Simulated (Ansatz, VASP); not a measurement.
Two plane-wave programs on InP

File INCAR:

```
SYSTEM = InP
ALGO     = Normal         ! electronic algorithm
EDIFF    = 1E-7           ! SCF threshold, eV
ENCUT    = 520            ! plane-wave cutoff, eV
GGA      = PE             ! functional
ISIF     = 2              ! what is computed and relaxed
ISMEAR   = 0              ! smearing method
LASPH    = .True.         ! aspherical terms in the spheres
LCHARG   = .False.        ! write CHGCAR
LREAL    = .False.        ! projectors in reciprocal space
LWAVE    = .False.        ! write WAVECAR
NBANDS   = 16             ! bands
NELM     = 100            ! most SCF steps
PREC     = Accurate       ! precision mode
SIGMA    = 0.05           ! smearing width, eV
```

File KPOINTS:

```
k-points
0
Gamma
  8 8 8
  0 0 0
```

File POSCAR:

```
InP
1.0
    0.0000000000      2.9305000000      2.9305000000
    2.9305000000      0.0000000000      2.9305000000
    2.9305000000      2.9305000000      0.0000000000
In P
1 1
Direct
    0.0000000000      0.0000000000      0.0000000000
    0.7500000000      0.7500000000      0.7500000000
```

Input for Ansatz:

```yaml
crystal:
  lattice:
    - [0.0, 2.9305, 2.9305]
    - [2.9305, 0.0, 2.9305]
    - [2.9305, 2.9305, 0.0]
  atoms:
    - { symbol: In, position: [0.0, 0.0, 0.0] }
    - { symbol: P, position: [0.75, 0.75, 0.75] }
basis:
  ecutwfc: 420
kpoints:
  mp_grid: { grid: [8, 8, 8] }
hamiltonian:
  xc: pbe
scf:
  occupations: { method: gaussian, width: 0.05 }
output:
  forces: true
  stress: true
  eigenvalues: true
```

Alike in both runs: task single point; functional PBE; k mesh 8 × 8 × 8; occupations gaussian, width 0.05 eV; no spin polarisation.

|  | VASP | Ansatz |
| --- | --- | --- |
| version | VASP 6.6.1 | Ansatz 0.2.0 |
| potentials or method | VASP PAW PBE potentials, release 64 (In_d, P) | scalar-relativistic, plane waves, PAW |
| plane-wave cutoff (eV) | 520 | 420 |
| valence electrons in the cell | 18 | 18 |

```tsv
	VASP	Ansatz	Ansatz less VASP
gap on the k mesh at the Fermi level (eV)	0.71	0.72	+0.003
least direct gap on the mesh (eV)	0.71	0.72	+0.003
pressure (GPa)	3.3	3.3	+0.05
```

Caveats: spin-orbit coupling is left out, which moves the levels of the heavy elements. A hybrid or GW would open this gap; PBE tends to underestimate it.
